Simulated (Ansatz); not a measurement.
# Structure relaxation of InO2

Computed with DFT r2SCAN, scalar-relativistic, plane waves, PAW in Ansatz. Cutoff 500 eV, Γ-centred k mesh, Gaussian smearing, collinear spin, first started from parallel moments.

This is the end of a relaxation of cell and atoms.

```
In O
1.0
     3.28332    0.00000    0.00000
    -1.64166    2.84344    0.00000
     0.00000    0.00000    8.96519
In O
2 4
Direct
  0.33333 0.66667 0.25000
  0.66667 0.33333 0.75000
  0.33333 0.66667 0.62643
  0.66667 0.33333 0.12643
  0.33333 0.66667 0.87357
  0.66667 0.33333 0.37357
```

Energies over the elements count from the elements' standard structures at the same level (O₂ as a molecule), with no empirical corrections.

Task: What space group does it have?

Result: P6_3/mmc (No. 194). Conventional cell: a = 3.283 Å, c = 8.965 Å. Around In lie 6 O at 2.20 Å; around O lie 3 In at 2.20 Å and 1 O at 2.22 Å.

Task: What is its formation energy per atom?

Result: -0.867 eV/atom.

Task: Is it a metal?

Result: No, the gap on the 12×12×4 mesh is 0.76 eV.

Task: What net moment does it keep?

Result: 0.33 μB per atom, with site moments up to 0.51 μB.

The final run used a 12×12×4 mesh on its 6-atom cell and 0.02 eV smearing. No dispersion correction is applied, so the spacing between layers, chains or molecules is poorly fixed, and with it the volume and density. The magnetic state reached may not be the lowest. The cell came from a trial start, so InO2 may not exist in this structure.

Cost: 3 runs of about 8.7 core-minutes in all, on AMD EPYC 7R43 (Zen 3) (shared hosts).